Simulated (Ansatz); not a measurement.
# Ni: a single-point calculation

Wanted: energy, forces and, where spin is on, moments of Ni in this cell. Ni is taken in the measured crystal structure (space group Fm-3m), 1 atom in the cell. Source: COD entry 9012987, which need not be the ambient phase.

Method: DFT PBE, PAW, plane waves, scalar-relativistic, in Ansatz 0.2.0.

## Step 1: The system as given

It takes space group Fm-3m (No. 225, cubic). The conventional cell has a = 3.536 Å, b = 3.536 Å, c = 3.536 Å, α = 90.00°, β = 90.00°, γ = 90.00°. Ni (site symmetry m-3m) has 12 Ni at 2.50 Å as nearest neighbours.

As a file:

```cif
data_structure
_symmetry_space_group_name_H-M 'P 1'
_symmetry_Int_Tables_number 1
_cell_length_a 2.5000
_cell_length_b 2.5000
_cell_length_c 2.5000
_cell_angle_alpha 60.000
_cell_angle_beta 60.000
_cell_angle_gamma 60.000
_cell_volume 11.05
loop_
_atom_site_label
_atom_site_type_symbol
_atom_site_fract_x
_atom_site_fract_y
_atom_site_fract_z
_atom_site_occupancy
Ni1 Ni 0.00000 0.00000 0.00000 1
```

In tables a label like Ni1 counts atoms in the order of input.yaml; a structure file may count by element.

The search for lower states is off throughout, and inputs that name a mixer don't switch to direct minimisation unless they say so. Spin polarisation is off.

## Step 2: The run

Contents of input.yaml:

```yaml
crystal:
  lattice:
    - [0.0, 1.7678, 1.7678]
    - [1.7678, 0.0, 1.7678]
    - [1.7678, 1.7678, 0.0]
  atoms:
    - { symbol: Ni, position: [0.0, 0.0, 0.0] }
hamiltonian:
  xc: pbe
  pseudopotentials: { kind: paw }
basis:
  ecutwfc: 420
kpoints:
  mp_grid: { grid: [14, 14, 14] }
scf:
  occupations: { method: fermi_dirac, width: 0.05 }
  lower_state_search: "off"
  algorithm: density_mixing
  max_iter: 50
  mixing: { algorithm: anderson, ndim: 8, beta: 3.0 }
output:
  forces: true
  stress: true
```

Run with:

```console
ansatz run input.yaml --threads 2 --pin off --max-ram 5120MiB --backend cpu --events-out ev --progress --plain --runs-dir out
```

The log of the run:

```text
Error: invalid value for `scf.mixing.beta`: must be finite and in (0, 1]; got 3
```

It took 0.02 s on 2 threads of Arm Neoverse V1, shared host; peak memory 0.031 GiB.

## Step 3: Diagnosis

The input was refused before the first iteration. Its message: invalid value for `scf.mixing.beta`: must be finite and in (0, 1]; got 3

Remedies tried next, one at a time: β lowered to 0.75; back to the default settings.

## Step 4: β lowered to 0.75

Edit input.yaml of step 2 so:

```diff
@@ -19,3 +19,3 @@
   max_iter: 50
-  mixing: { algorithm: anderson, ndim: 8, beta: 3.0 }
+  mixing: { algorithm: anderson, ndim: 8, beta: 0.75 }
 output:
```

Run with:

```console
ansatz run input.yaml --threads 2 --pin off --max-ram 5120MiB --backend cpu --events-out ev --progress --plain --runs-dir out
```

The log of the run, cut to the lines that bear on the results:

```text
[...]
Pseudopotentials: kind: paw
Pseudopotential: Ni, paw, valence charge 18, recommended cutoff 420 eV (normal), Ni.paw.azcp
Functional definition: PBE
[...]
Crystal: 1 atoms, lattice volume = 11.049 Å³
Basis set: ecut = 420 eV, 181 PW (Γ), exchange–correlation on 36×36×36 points (8 copies of the dense FFT grid, shifted against one another)
Bands: 13, of which v1, the nominal top of the filled ones, is band 9 counted from 1 (8 counted from 0)
Symmetry: 48 space group operations
Space group: Fm-3m (ITA 225), of the structure as read, at distance tolerance 2.2e-5 Å
k-points: 104 of 2744
[...]
SCF iter   1: F=—  HF=-5839.673461 eV  |F-HF|=—  |Δ(HF+E_count)|=         —  Δρ=3.79e-3  dr2=3.94e-4  ethr=1.77e-3  ⟨swp⟩=5.7  Hψ=7385  notcnv=0
[...]
SCF iter   6: F=-5839.673345 eV  HF=-5839.673345 eV  |F-HF|=4.29e-9  |Δ(HF+E_count)|=   2.57e-9  Δρ=8.76e-6  dr2=5.01e-9  ethr=1.12e-10  ⟨swp⟩=2.1  Hψ=4078  notcnv=0
[...]
SCF converged after 6 iterations
Stability not checked: this state was not tested for a lower state beside it, because the mixer in use, unlike msr1, does not test its closes by its own steps (another_mixer; see scf.mixing.algorithm and scf.lower_state_search)
Free energy (F): -5839.673345 eV
[...]
E sigma→0 (E₀):  -5839.657793 eV
Entropy (-TS):   -0.031104 eV (-31.104 meV/atom)
Fermi energy:    17.619986 eV
[...]
--- Forces (eV/Å), atoms counted from 1 ---
  atom   1  Ni    -0.00000000     0.00000000     0.00000000
[...]
--- Stress (GPa, compression-positive) ---
       -3.868138      -0.000000      -0.000000
       -0.000000      -3.868138      -0.000000
       -0.000000      -0.000000      -3.868138
  P = ⅓ Tr σ = -3.8681 GPa (-38.681 kbar)
```

It took 0.75 s on 2 threads of Arm Neoverse V1, shared host; peak memory 0.26 GiB.

Converged in 6 iterations, with no gap on the k-mesh.

## Step 5: Back to the default settings

Edit input.yaml of step 2 so:

```diff
@@ -17,5 +17,2 @@
   lower_state_search: "off"
-  algorithm: density_mixing
-  max_iter: 50
-  mixing: { algorithm: anderson, ndim: 8, beta: 3.0 }
 output:
@@ -23 +20,5 @@
   stress: true
+  write_density: true
+  write_potential: true
+  elf: true
+  volumetric_format: npy
```

Run with:

```console
ansatz run input.yaml --threads 2 --pin off --max-ram 5120MiB --backend cpu --events-out ev --progress --plain --runs-dir out
```

Its history (converged in 6 iterations):

| iteration | Harris–Foulkes energy + 5840 (eV) | density residual (eV) |
| --- | --- | --- |
| 1 | 0.3265 | 3.94e-04 |
| 2 | 0.3267 | 8.70e-05 |
| 3 | 0.3267 | 1.72e-05 |
| 4 | 0.3267 | 5.44e-06 |
| 5 | 0.3267 | 4.55e-08 |
| 6 | 0.3267 | 7.41e-10 |

Run time: 0.92 s. Hardware: 2 threads of Arm Neoverse V1, shared host; peak memory 0.27 GiB.

Converged in 6 iterations, with no gap on the k-mesh. Against step 4: the same free energy.

## Step 6: The histories together

Decimal logarithm of the largest residual (eV) by iteration, counted through all cycles of a run:

| iteration | step 4 | step 5 |
| --- | --- | --- |
| 1 | -3.4 | -3.4 |
| 2 | -2.9 | -4.1 |
| 3 | -4.0 | -4.8 |
| 4 | -5.8 | -5.3 |
| 5 | -7.7 | -7.3 |
| 6 | -8.3 | -9.1 |

## Step 7: What came out

```
                    quantity                      value
                   first try              input refused
   step 4: β lowered to 0.75  converged in 6 iterations
step 5: the default settings  converged in 6 iterations
     state reached in step 4       no gap on the k-mesh
         largest force there                 0.000 eV/Å
```

What this shows: 2 of 2 changes make it converge; “β lowered to 0.75” does so in 6 iterations, and none in fewer.

Real Ni is ferromagnetic; without spin these runs don't describe its ground state.
